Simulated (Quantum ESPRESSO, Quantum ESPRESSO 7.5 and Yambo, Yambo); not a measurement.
# P (puckered monolayer): Bethe-Salpeter spectra with Yambo

Aim: the absorption spectrum of P (puckered monolayer) with electron-hole interaction, and what each part of the kernel does.

Program: Quantum ESPRESSO 7.5 and Yambo 5.3.0. Level of theory: PBE and many-body steps on it, plane waves. Results are calculated unless marked as measured.

### 1. The starting structure

The cell holds 4 atoms: 4 P. Cell: a = 4.626 Å, b = 3.304 Å, c = 14.000 Å, α = 90.0°, β = 90.0°, γ = 90.0°. Vacuum lies along c.

The structure was relaxed with PBE. The runs that relaxed it are not among those shown.

### 2. Empty states on the mesh, 4×6×1 mesh, 110 bands

This step: Quantum ESPRESSO 7.5; DFT, PBE, plane waves, norm-conserving pseudopotentials.

The sums over transitions need many empty states on a uniform mesh; this step solves for them.

The input, pw.in:

```
&control
  calculation = 'nscf'
  prefix = 'x'
  outdir = 'o'
  pseudo_dir = 'pseudo'
/
&system
  ibrav = 0
  nat = 4
  ntyp = 1
  ecutwfc = 36.0
  nbnd = 110
  force_symmorphic = .true.
/
&electrons
  conv_thr = 1e-9
  electron_maxstep = 80
  diago_full_acc = .true.
  diago_thr_init = 5e-6
/
ATOMIC_SPECIES
  P 30.974 P.upf
CELL_PARAMETERS angstrom
  4.6261974460 0.0000000000 0.0000000000
  0.0000000000 3.3043566150 0.0000000000
  0.0000000000 0.0000000000 14.0000000000
ATOMIC_POSITIONS crystal
  P 0.0887347685 0.0000000000 0.5752704305
  P 0.4112652315 0.5000000000 0.5752704305
  P 0.5887347685 0.5000000000 0.4247295489
  P 0.9112652315 0.0000000000 0.4247295489
K_POINTS automatic
  4 6 1 0 0 0
```

Launch:

```
> OMP_NUM_THREADS=1 mpirun -n 4 pw.x -nk 4 -in pw.in > pw.out
```

Log:

```text
Program PWSCF v.7.5 starts

     This program is part of the open-source Quantum ESPRESSO suite
     for quantum simulation of materials; please cite
         "P. Giannozzi et al., J. Phys.:Condens. Matter 21 395502 (2009);
         "P. Giannozzi et al., J. Phys.:Condens. Matter 29 465901 (2017);
         "P. Giannozzi et al., J. Chem. Phys. 152 154105 (2020);
     in publications or presentations arising from this work. More details at

     Atomic positions and unit cell read from directory:
     o/x.save/

     Message from routine setup:
[...]
k = 0.0000 0.4667 0.0000 (  5286 PWs)   bands (ev):

[...]
28.7499  28.7893  29.3385  29.4126  30.0957  30.4203  30.4239  30.4448
    30.8617  31.4444  31.4695  31.5523  31.6526  31.9879  32.1147  32.1913
    33.0560  33.2086  33.2976  33.2976  33.4329  33.8484

          k = 0.0000-0.7000 0.0000 (  5320 PWs)   bands (ev):

     [... further k-points ...]

     highest occupied, lowest unoccupied level (ev):    -0.7369    0.1699

     XML data file, pseudopotentials, collected wavefunctions

=------------------------------------------------------------------------------=
   JOB DONE.
=------------------------------------------------------------------------------=
```

Elapsed: 19 s, on 4 MPI ranks of Arm Neoverse V1, shared host; peak memory 0.41 GiB; 78 s of CPU time.

Numbers from this step:

```
gap                                                           : 0.9068 eV
k of the valence top                                          : 0, 0, 0
k of the conduction bottom                                    : 0, 0, 0
least direct gap                                              : 0.9068 eV
k points computed                                             : 12
lowest point of the top converged band, above the valence top : 32.70 eV
```

On this mesh the gap is 0.907 eV.

The density comes from a self-consistent run that is not shown.

### 3. Conversion and set-up

This step: Yambo 5.3.0; conversion and set-up on PBE, plane waves, norm-conserving pseudopotentials.

The states are converted to the many-body program's format and the q mesh is built.

Launch:

```
> (cd o/x.save; p2y > p2y.log; mv SAVE ../..); yambo > setup.log
```

Log:

```text
 Yambo, version 5.3.0

 [02] CORE Variables Setup
 =========================

  [02.01] Unit cells
  ==================

  Cell kind             :  Unknown
  Atoms in the cell     :  P
  number of P  atoms    :   4

  List of atomic masses
  Mass of P     :  30.97400

  List of atomic coordinates    : [cc]
  P1       :   0.77574   0.00000  15.21945  order 1
  P2       :   3.59538   3.12216  15.21945  order 2
  P3       :   5.14686   3.12216  11.23672  order 3
  P4       :   7.96650   0.00000  11.23672  order 4

  Alat factors          :   8.74225   6.24433  26.45617 [a.u.]
[...]
K/Q-points units:
 rlu = crystal or reduced units; cc = cartesian coordinates; iku = interal k-units

 Q [ 1]         [rlu]:  0.000000  0.000000  0.000000
 Q [ 2]         [rlu]:  0.000000  0.166667  0.000000
 Q [ 3]         [rlu]:  0.000000  0.333333  0.000000
[...]
Q [ 8]         [rlu]:  0.250000 -0.500000  0.000000
 Q [ 9]         [rlu]: -0.500000  0.000000  0.000000
 Q [10]         [rlu]: -0.500000  0.166667  0.000000
 Q [11]         [rlu]: -0.500000  0.333333  0.000000
 Q [12]         [rlu]: -0.500000 -0.500000  0.000000

  [03.01] X indexes
  =================

   [03.01.01] Sigma indexes
   ========================

 [06] Game Over & Game summary
```

The job ended after 1.8 s (1 MPI rank; peak memory 0.24 GiB).

### 4. Screening and self-energy, 4×6×1 mesh, 110 bands, screening to 129.3 eV

G0W0 replaces the xc potential by the self-energy, built once from these orbitals. Only a window of levels is corrected, while the sums run over the empty bands that the input names.

This step: G0W0 on PBE, plane waves, norm-conserving pseudopotentials.

The input, gw1.in:

```
HF_and_locXC
gw0
dyson
ppa
em1d
rim_cut
rim_w
RandQpts= 3000000
RandGvec= 100 RL
CUTGeo= "slab z"
RandGvecW= 9 RL
EXXRLvcs= 36 Ry
VXCRLvcs= 144 Ry
Chimod= "HARTREE"
% BndsRnXp
 1 | 110 |
%
NGsBlkXp= 9.5 Ry
% LongDrXp
 1 | 1 | 0 |
%
% GbndRnge
 1 | 110 |
%
DysSolver= "n"
ExtendOut
PPAPntXp= 27.21138 eV
% QPkrange
 1 | 12 | 7 | 14 |
%
```

Launch:

```
> OMP_NUM_THREADS=1 mpirun -n 4 yambo -F gw1.in -J gw1 -C gw1 > gw1.log
```

Log:

```text
 Yambo, version 5.3.0

 [02] CORE Variables Setup
 =========================

  [... cell, symmetries and grids as in the set-up ...]

  [02.05] Energies & Occupations
  ==============================

  [X] === General ===
  [X] Electronic Temperature                        :  0.000000  0.000000 [eV K]
  [X] Bosonic    Temperature                        :  0.000000  0.000000 [eV K]
  [X] Finite Temperature mode                       : no
  [X] El. density                                   :  0.93452E+23 [cm-3]
[...]
Sc bands terminator                              : no
  Sx RL components                                 :   5277

  QP @ state[ 1 ] K range                          :   1  12
  QP @ state[ 1 ] b range                          :   7  14
  GF energies kind                                 : Perdew, Burke & Ernzerhof(X)+Perdew, Burke & Ernzerhof(C)
  GF WF`s kind                                     : Perdew, Burke & Ernzerhof(X)+Perdew, Burke & Ernzerhof(C)
  Xs energies kind                                 : Perdew, Burke & Ernzerhof(X)+Perdew, Burke & Ernzerhof(C)
  Xs WF`s kind                                     : Perdew, Burke & Ernzerhof(X)+Perdew, Burke & Ernzerhof(C)

 [14] Game Over & Game summary
```

Elapsed: 25 min, on 4 MPI ranks; peak memory 2.2 GiB; 1.7 h of CPU time.

This step gave:

```yaml
g0w0_gap_on_the_mesh: 2.004 eV
starting_gap_on_the_mesh: 0.9068 eV
k_of_the_valence_top: 0, 0, 0
k_of_the_conduction_bottom: 0, 0, 0
least_direct_g0w0_gap_on_the_computed_points: 2.004 eV
```

The gap on the mesh goes from 0.91 eV to 2.00 eV, a correction of +1.10 eV.

The gap opens by 1.097 eV; the next steps shift the empty bands rigidly by 1.097 eV.

### 5. Excitons

Light makes an electron and a hole together. The Bethe-Salpeter equation adds their screened attraction and their exchange, in a window of bands around the gap.

This step: Bethe-Salpeter equation on PBE with a scissors shift, plane waves, norm-conserving pseudopotentials.

The input, bse2.in:

```
optics
bss
bse
em1s
dipoles
rim_cut
rim_w
RandQpts= 3000000
RandGvec= 100 RL
CUTGeo= "slab z"
RandGvecW= 9 RL
Chimod= "HARTREE"
BSKmod= "SEX"
BSEmod= "resonant"
BSSmod= "d"
BSENGexx= 30 Ry
BSENGBlk= 6 Ry
% BSEQptR
 1 | 1 |
%
% BSEBands
 5 | 18 |
%
% BEnRange
 0 | 7 | eV
%
% BDmRange
 0.1 | 0.1 | eV
%
BEnSteps= 141
% BLongDir
 1 | 0 | 0 |
%
% BndsRnXs
 1 | 56 |
%
NGsBlkXs= 6 Ry
% LongDrXs
 1 | 1 | 0 |
%
% KfnQP_E
 1.097 | 1.0 | 1.0 |
%
WRbsWF
```

Launch:

```
> OMP_NUM_THREADS=1 mpirun -n 4 yambo -F bse2.in -J bse2 -C bse2 > bse2.log
```

Log:

```text
 Yambo, version 5.3.0

 [02] CORE Variables Setup
 =========================

  [... cell, symmetries and grids as in the set-up ...]

  [02.05] Energies & Occupations
  ==============================

  [X] === General ===
  [X] Electronic Temperature                        :  0.000000  0.000000 [eV K]
  [X] Bosonic    Temperature                        :  0.000000  0.000000 [eV K]
  [X] Finite Temperature mode                       : no
  [X] El. density                                   :  0.93452E+23 [cm-3]
  [X] Fermi Level                                   : -0.736863 [eV]

  [X] === Gaps and Widths ===
  [X] Conduction Band Min                           :  0.906761 [eV]
  [X] Valence Band Max                              :  0.000000 [eV]
  [X] Filled Bands                                  :  10
  [X] Empty Bands                                   :   11  110
  [X] Direct Gap                                    :  0.906761 [eV]
  [X] Direct Gap localized at k                     :  1
  [X] Indirect Gap                                  :  0.906761 [eV]
  [X] Indirect Gap between kpts                     :  1  1
  [X] Last valence band width                       :  1.927020 [eV]
  [X] 1st conduction band width                     :  1.895552 [eV]

 [03] Transferred momenta grid and indexing
 ==========================================

 [BZ sampling] Q-grid is User defined and/or read from the database

 IBZ Q-points                                      :  12
 BZ  Q-points                                      :  24

 K/Q-points units:
 rlu = crystal or reduced units; cc = cartesian coordinates; iku = interal k-units

 Q [ 1]         [rlu]:  0.000000  0.000000  0.000000
 Q [ 2]         [rlu]:  0.000000  0.166667  0.000000
 Q [ 3]         [rlu]:  0.000000  0.333333  0.000000
 Q [ 4]         [rlu]:  0.000000 -0.500000  0.000000
 Q [ 5]         [rlu]:  0.250000  0.000000  0.000000
 Q [ 6]         [rlu]:  0.250000  0.166667  0.000000
 Q [ 7]         [rlu]:  0.250000  0.333333  0.000000
 Q [ 8]         [rlu]:  0.250000 -0.500000  0.000000
 Q [ 9]         [rlu]: -0.500000  0.000000  0.000000
 Q [10]         [rlu]: -0.500000  0.166667  0.000000
 Q [11]         [rlu]: -0.500000  0.333333  0.000000
 Q [12]         [rlu]: -0.500000 -0.500000  0.000000

  [03.01] X + BSE indexes
  =======================

   [03.01.01] Sigma indexes
   ========================

 [04] Coloumb potential Random Integration (RIM)
 ===============================================

 Performing RIM of v_slab

  [04.01] RIM initialization
  ==========================

  * Diagonal components only detected *

  8 x (sBL volume)        :  0.057251 [a.u.]
  sBZ random points       :  3000000
  Points outside the sBZ  :  24001885
  RL volume               :  0.171753 [a.u.]
  Integrated volume       :  0.171739 [a.u.]

  [04.02] RIM integrals
  =====================

  Gamma point sphere radius             :  0.043799 [a.u.]
  Points outside the sphere             :  2398566
  [Int_sBZ(q=0) 1/q^2]*(Vol_sBZ)^(-1/3) =:  7.478335
                                 should be <:  7.795600

  Summary of Coulomb integrals for non-metallic bands |Q|[au] RIM/Bare

  Q [1] 0.100000E-4 0.959302 * Q [2] 0.167704 0.969668
  Q [5] 0.179679 1.015114 * Q [6] 0.245782 1.037537
  Q [3] 0.335408 1.021472 * Q [9] 0.359358 1.032119
  Q [7] 0.380503 1.024585 * Q [10] 0.396563 1.028731
  Q [11] 0.491565 1.019804 * Q [4] 0.503111 1.015563
  Q [8] 0.534234 1.015048 * Q [12] 0.618271 1.012660
  Non-periodic chartesian directions : none
  Optical renormalization            :  26.45617 [au]
  Polarizability dimension           : length

 [05] Coloumb potential CutOffslab
 =================================

 Cut directionsZ
 Slab Cutoff:Z
 Symmetry test passed : yes

 [06] External/Internal QP corrections
 =====================================

 [QP_apply] Action to be applied: USER defined scissor

  [06.01]  QP corrections report
  ==============================

  [K+QP] === General ===
[...]
[08] Static Dielectric Matrix
 =============================

 [WR./bse2//ndb.em1s]------------------------------------------------------------
  Brillouin Zone Q/K grids (IBZ/BZ)                :  12  24  12  24
  RL vectors                                       :   6937 [WF]
  Coulomb cutoff potential                         : slab z
  Electronic Temperature                           :  0.000000 [K]
  Bosonic    Temperature                           :  0.000000 [K]
  Static diel. fun.  energies                      : Perdew, Burke & Ernzerhof(X)+Perdew, Burke & Ernzerhof(C)
  wavefunctions                                    : Perdew, Burke & Ernzerhof(X)+Perdew, Burke & Ernzerhof(C)
  Global Gauge                                     : length
  X matrix size                                    :   367
  X band range                                     :    1   56
  X e/h energy range                               : -1.000000 -1.000000 [eV]
  X Time ordering                                  : T
  X Hxc Kernel                                     : HARTREE
  X Drude frequency                                :  0.000000  0.000000
  X poles                                          :  100.0000 [o/o]
  RL vectors in the sum                            :   6937
  [r,Vnl] included                                 : yes
  Field direction                                  :  0.707107E-5  0.707107E-5   0.00000
  BZ energy Double Grid                            : no
  BZ energy DbGd points                            : 0
  BZ Q point size factor                           : -1.000000
  X Optical Averaged directions                    : none

 [09] Bethe Salpeter Equation driver
 ===================================

 [WARNING] Coulomb cutoff at q=0. Default/Suggested Lkind= bar

  [09.01] Bethe Salpeter Equation @q1
  ===================================

   [09.01.01] Transition pre-analysis @q1
   ======================================

   [09.01.02] Transition Groups build-up @q1
   =========================================

   [BSK] Transition groups (total):  24
   [BSK] Size (resonant):  1152
   [BSK]         (total):  1152
   [BSK] N. of matrices :  1

   [09.01.03] Loading Dipoles @q1
   ==============================

   [09.01.04] Independent Particles properties @q1
   ===============================================

   Optical renormalization       :  26.45617 [a.u.]
   Polarizability dimension      : length

   ==========================================================

   [BSE] Exchange components :   4039
   [BSE] Correlation components :   367  1191

    [09.01.05.01] RIM-W interpolation
    =================================

    [WARNING] RIM-W works only for 2D semiconductors with slab cutoff
    Found compatible q grid: 2D
    q_min[ 1 ]:  0.250000  0.000000  0.000000 [rlu]
     0.250000  0.000000  0.000000 [iku]
    q_min[ 2 ]:  0.000000  0.166667  0.000000 [rlu]
     0.000000  0.166667  0.000000 [iku]
    G-vectors :   9
    G-vectors loaded:   83
    Number of interpolated frequencies:  1

    Evaluating coefficients q = 0

    [09.01.05.02] RIM-W integrals
    =============================

    8 x (sBL volume)        :  0.057251 [a.u.]
    sBZ random points       :  3000000
    Points outside the sBZ  :  24001885
    RL volume               :  0.171753 [a.u.]
    Integrated volume       :  0.171739 [a.u.]

    [09.01.05.03] RIM integrals
    ===========================

    Comparison between head Wc = W - v averages: < Wc > [au] RIM-W/RIM

     < -Wc [Q = 1] > 0.424766E-1 0.635785E-4 * < -Wc [Q = 2] > 0.006924 0.006786
     < -Wc [Q = 3] > 0.001379 0.001358 * < -Wc [Q = 4] > 0.482350E-3 0.478140E-3
     < -Wc [Q = 5] > 0.006328 0.006150 * < -Wc [Q = 6] > 0.003081 0.002934
     < -Wc [Q = 7] > 0.985269E-3 0.962736E-3 * < -Wc [Q = 8] > 0.400657E-3 0.396233E-3
     < -Wc [Q = 9] > 0.001186 0.001162 * < -Wc [Q = 10] > 0.905083E-3 0.886132E-3
     < -Wc [Q = 11] > 0.490527E-3 0.480783E-3 * < -Wc [Q = 12] > 0.255542E-3 0.251623E-3

    Comparison between head Wc = W - v averages: < Wc > [au] RIM-W/RIM

     < -Wc [G = 1,G`=0] > 0.424766E-1 0.635785E-4 * < -Wc [G = 2,G`=0] >-0.001642 0.000000
     < -Wc [G = 3,G`=0] >-0.001642 0.000000 * < -Wc [G = 4,G`=0] > 0.133526E-4  0.00000
     < -Wc [G = 5,G`=0] > 0.133526E-4  0.00000 * < -Wc [G = 6,G`=0] > 0.113522E-3  0.00000
     < -Wc [G = 7,G`=0] > 0.113522E-3  0.00000 * < -Wc [G = 8,G`=0] > 0.90842E-11  0.0000
     < -Wc [G = 9,G`=0] > 0.91364E-11  0.0000

    [09.01.05.04] Screened interaction header I/O
    =============================================

    [09.01.05.05] Main kernel loop
    ==============================

    [09.01.05.06] Wave-Function Phases
    ==================================

    [BSE] WF phases found       :  72.91667 [o/o]

   [09.01.06] BSE solver(s) @q1
   ============================

   [09.01.07] Diago Solver @q1
   ===========================

 [12] Game Over & Game summary
```

The job ended after 96 s (4 MPI ranks; peak memory 2.1 GiB).

Numbers from this step:

```
transitions in the window                                      : 1152
direct gap of the transition levels                            : 2.004 eV
lowest state                                                   : 1.128 eV
first strong exciton (over a fiftieth of the strongest listed) : 1.128 eV
binding of the lowest state below the direct gap               : 0.8756 eV
```

The lowest state lies at 1.128 eV, 0.876 eV under the direct gap.

Lines within 3 meV are set at the lowest of them, and the highest group, which the list may cut short, is left out. Exciton lines, with heights relative to the strongest:

```csv
position (eV),lines merged,"strength, relative"
1.128,1,100
1.596,1,0.0
1.600,1,33
1.878,1,0.0
2.186,1,0.0
2.234,1,0.0
2.359,1,0.0
2.377,1,0.0
2.752,1,0.0
2.794,1,0.0
2.824,1,0.0
2.864,1,0.0
2.884,1,0.0
2.943,1,4.3
2.985,1,0.0
3.005,1,0.0
3.017,1,0.0
3.043,1,0.0
3.052,2,3.0
3.066,1,0.0
3.072,1,17
3.077,1,0.0
```

The Im polarisability of the sheet has structure finer than the step of the table below, so its rows give means over 0.25 eV, whole bins alone (the curve runs from 0 to 7 eV). Peaks (eV: height): BSE 1.150: 62.1, 1.600: 23.7, 3.050: 14.6, 3.750: 17.6, 4.300: 17.2; no electron-hole interaction 2.000: 43.1, 2.450: 35.1, 3.900: 12.9, 4.650: 15.1, 5.100: 23.5, 5.550: 19.5, 5.950: 18.4.

Sheet polarisability (bohr); field along x; broadening 0.1 eV; transition window only. Limits: finite bands, cutoff and mesh; exciton not shown settled in the k mesh. Im polarisability of the sheet against photon energy; means over each step:

| photon energy (eV) | BSE | no electron-hole interaction |
| --- | --- | --- |
| 0.25 | 1.03 | 0.262 |
| 0.50 | 1.92 | 0.337 |
| 0.75 | 5.10 | 0.454 |
| 1.00 | 30.4 | 0.657 |
| 1.25 | 32.8 | 1.07 |
| 1.50 | 16.4 | 2.17 |
| 1.75 | 10.2 | 7.77 |
| 2.00 | 2.54 | 30.9 |
| 2.25 | 1.49 | 17.5 |
| 2.50 | 1.45 | 23.3 |
| 2.75 | 2.95 | 4.68 |
| 3.00 | 10.8 | 1.90 |
| 3.25 | 6.50 | 1.41 |
| 3.50 | 6.00 | 1.82 |
| 3.75 | 14.6 | 6.54 |
| 4.00 | 7.11 | 9.60 |
| 4.25 | 13.9 | 4.02 |
| 4.50 | 12.2 | 8.69 |
| 4.75 | 12.2 | 9.84 |
| 5.00 | 7.19 | 15.1 |
| 5.25 | 8.35 | 17.6 |
| 5.50 | 9.82 | 17.0 |
| 5.75 | 5.25 | 11.2 |
| 6.00 | 4.25 | 14.8 |
| 6.25 | 6.44 | 11.4 |
| 6.50 | 8.40 | 8.42 |
| 6.75 | 4.25 | 7.14 |

(Continued in part 2 of 4.)

[Paths, hosts, dates, memory and timing lines, banners, echoed tables and standing remarks are left out of the program output.]

[Logs are printed without paths, hosts, clocks, repeated set-up lines and the standing remarks that a program may print on its own settings, such as how far it seeks lower states.]

[Runs of the session that timed out or met a known fault of the program may be left out.]

[Hosts, paths, dates, database ids (printed as entryN), source tags and the programs' standing remarks are cut or masked in the printed files.]
